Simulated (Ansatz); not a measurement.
Input of an Ansatz 0.2.0 run:

input

```
crystal:
  lattice:
    - [3.571, 0.0, 0.0]
    - [0.0, 3.571, 0.0]
    - [0.0, 0.0, 3.571]
  atoms:
    - { symbol: Co, position: [0.5, 0.5, 0.0], spin: 2.0 }
    - { symbol: Co, position: [0.5, 0.0, 0.5], spin: 2.0 }
    - { symbol: Co, position: [0.0, 0.5, 0.5], spin: 2.0 }
    - { symbol: Ti, position: [0.0, 0.0, 0.0], spin: 1.0 }
hamiltonian:
  xc: hse06
  pseudopotentials: { kind: paw }
magnetization:
  spin_polarized: true
kpoints:
  mp_grid: { grid: [4, 4, 4] }
  band_path:
    path:
      - [[0.0, 0.0, 0.0], [0.0, 0.5, 0.0], [0.5, 0.5, 0.0], [0.0, 0.0, 0.0], [0.5, 0.5, 0.5], [0.0, 0.5, 0.0]]
      - [[0.5, 0.5, 0.0], [0.5, 0.5, 0.5]]
    npoints: 4
scf:
  occupations: { method: fermi_dirac, width: 0.05 }
  n_extra_bands: 10
output:
  forces: true
  stress: true
  eigenvalues: true
  fatbands: false
  write_density: true
  write_potential: true
  elf: true
  volumetric_format: npy
```

Question: What does it give for the pressure?

Answer: 12.0 GPa.

Question: Predict the absolute moment.

Answer: 6.24 μB per cell.

Question: What does it give for the net moment?

Answer: 2.94 μB per cell.

Question: Predict the band gap on the k mesh.

Answer: None (metal or under the smearing width).

Levels at the corners of the path, in eV from the Fermi level:
Spin up:
```csv
point,band 29,band 30,band 31,band 32,band 33,band 34,band 35,band 36,band 37,band 38
Γ,-3.27,-1.90,-1.90,-1.90,2.06,2.06,2.87,2.87,2.87,3.87
X,-4.06,-3.73,-3.47,-3.47,-1.91,1.19,1.19,1.44,3.13,3.72
M,-4.45,-4.42,-3.44,-3.09,-2.32,0.62,0.62,1.90,1.90,3.08
Γ,-3.27,-1.90,-1.90,-1.90,2.06,2.06,2.87,2.87,2.87,3.87
R,-2.44,-2.44,-2.44,-1.05,0.18,0.18,0.18,1.58,1.58,1.58
X,-4.06,-3.73,-3.47,-3.47,-1.91,1.19,1.19,1.44,3.13,3.72
M,-4.45,-4.42,-3.44,-3.09,-2.32,0.62,0.62,1.90,1.90,3.08
R,-2.44,-2.44,-2.44,-1.05,0.18,0.18,0.18,1.58,1.58,1.58
```
Spin down:
| point | band 26 | band 27 | band 28 | band 29 | band 30 | band 31 | band 32 | band 33 | band 34 | band 35 |
| --- | --- | --- | --- | --- | --- | --- | --- | --- | --- | --- |
| Γ | -2.74 | 0.16 | 0.16 | 0.16 | 2.36 | 2.36 | 2.53 | 2.53 | 2.53 | 2.99 |
| X | -2.87 | -1.84 | -1.84 | 0.16 | 0.24 | 0.24 | 0.61 | 0.80 | 1.66 | 2.33 |
| M | -2.06 | -2.06 | -1.76 | -1.38 | -1.24 | 0.91 | 0.91 | 1.26 | 1.26 | 1.31 |
| Γ | -2.74 | 0.16 | 0.16 | 0.16 | 2.36 | 2.36 | 2.53 | 2.53 | 2.53 | 2.99 |
| R | -1.29 | -0.82 | -0.82 | -0.82 | -0.75 | -0.75 | -0.75 | 2.13 | 2.13 | 2.13 |
| X | -2.87 | -1.84 | -1.84 | 0.16 | 0.24 | 0.24 | 0.61 | 0.80 | 1.66 | 2.33 |
| M | -2.06 | -2.06 | -1.76 | -1.38 | -1.24 | 0.91 | 0.91 | 1.26 | 1.26 | 1.31 |
| R | -1.29 | -0.82 | -0.82 | -0.82 | -0.75 | -0.75 | -0.75 | 2.13 | 2.13 | 2.13 |

Caveat: the k mesh is coarse (spacing up to 0.44 Å⁻¹), so the values aren't converged, least of all with exact exchange; the magnetic or orbital state may not be the lowest; the pressure holds a Pulay correction of +0.3 GPa for the finite cutoff; the PAW data sets come from PBE, with cores solved anew for the run's functional, which leaves a small shift of forces and pressure; the starting moments weren't kept; the thresholds are loose for stress.
